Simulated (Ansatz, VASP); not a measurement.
## One calculation of LiCl, two programs

```
CELL_PARAMETERS angstrom
3.62713 0.00000 0.00000
1.81357 3.14119 0.00000
1.81357 1.04706 2.96154
ATOMIC_POSITIONS crystal
Cl 0.50000 0.50000 0.50000
Li 0.00000 0.00000 0.00000
```

Alike in both runs: task single point; functional PBE; k mesh 9 × 9 × 9; occupations gaussian, width 0.02 eV; no spin polarisation.

```csv
,VASP,Ansatz
version,VASP 6.6.1,Ansatz 0.2.0
potentials or method,"VASP PAW PBE potentials, release 64 (Cl_GW, Li_GW)",Ansatz PAW
plane-wave cutoff (eV),550,420
valence electrons in the cell,8,10
```

VASP gave:

```
gap on the k mesh at the Fermi level (eV) : 6.32
least direct gap on the mesh (eV)         : 6.32
pressure (GPa)                            : 0.4
```

Question: Estimate Ansatz's values.

Answer: gap on the k mesh at the Fermi level (eV): 6.33; least direct gap on the mesh (eV): 6.33; pressure (GPa): 0.4.

With one functional, cell and mesh, what is left measures potentials, basis and numerics. The two sets of potentials don't hold the same shells in valence.

Caveats: an odd mesh through Γ misses points on the zone boundary, where band edges often lie (VASP); odd divisions of the mesh miss points on the zone boundary, where band edges often lie, so the gap on the mesh can be too wide (Ansatz). PBE gaps usually lie below the measured ones, often by a third to a half.
